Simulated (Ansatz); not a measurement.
# Mg (distorted cell): a check of forces and pressure against finite differences

With Ansatz 0.2.0 through its Python package.

Notebook, run cell by cell (the value of a cell's last expression is shown):

In [1]:
```python
import warnings

import ansatz as az
import numpy as np
```

In [2]:
```python
VECTORS = np.array([
    [3.2093, 0.0, 0.0],
    [-1.60465, 2.77934, 0.0],
    [0.0, 0.0, 5.2103],
])
SITES = [
    ("Mg", [0.32614, 0.65961, 0.24673]),
    ("Mg", [0.66336, 0.34212, 0.74945]),
]


def crystal_on(cell):
    crystal = az.Crystal(lattice=az.Lattice.of(cell))
    for symbol, position in SITES:
        crystal = crystal.atom(symbol, position)
    return crystal
```

In [3]:
```python
warnings.simplefilter("ignore", az.DeckWarning)
```

In [4]:
```python
def solve(crystal):
    return (
        crystal.calculation()
        .functional(az.Functional.PBE)
        .occupations("cold", width=0.3)
        .basis(540, xc_grid=2)
        .kpoints(7, 7, 4)
        .scf(tolerance=1e-09)
        .forces()
        .stress()
        .run(threads=1)
    ).report
```

In [5]:
```python
centre = solve(crystal_on(VECTORS))
start = crystal_on(VECTORS)
print(f"force on atom 0 along z: analytic {centre['forces_ev_ang'][0][2]:.4f} eV/A")
for h in (0.004, 0.016):
    shift = np.eye(3)[2] * h @ np.linalg.inv(VECTORS)
    plus, minus = (solve(start.move(0, to=np.array(SITES[0][1]) + sign * shift))["lagrangian_ev"] for sign in (1, -1))
    print(f"  step {h} A: numerical {-(plus - minus) / (2 * h):.4f} eV/A")
volume = abs(np.linalg.det(VECTORS))
larger, smaller = (solve(crystal_on(VECTORS * (1 + sign * 0.005) ** (1 / 3)))["lagrangian_ev"] for sign in (1, -1))
numerical = -(larger - smaller) / (0.01 * volume) * 160.21766
print(f"pressure: analytic {np.trace(centre['stress_gpa']) / 3:.3f}, numerical {numerical:.3f} GPa")
```
```text
force on atom 0 along z: analytic 0.0448 eV/A
  step 0.004 A: numerical 0.0448 eV/A
  step 0.016 A: numerical 0.0448 eV/A
pressure: analytic -0.276, numerical -0.275 GPa
```

The settings weren't tested for convergence. For a metal this k-point mesh is coarse: on a finer one energies can move by several to tens of meV an atom and pressures by half a GPa or more, differences at one mesh by less. The program warned that this SCF threshold is loose for forces or stresses. Pressure is positive in compression. The cell is a database structure, distorted on purpose. The central difference errs as the square of the step, so the shorter step is the fairer test; what remains comes from the finite grid and the SCF threshold. The script silences the warnings on its input, which a real study should read. Wall time of the script: 30 s on 1 thread of Arm Neoverse V2, on a shared host, peak memory 0.42 GiB.
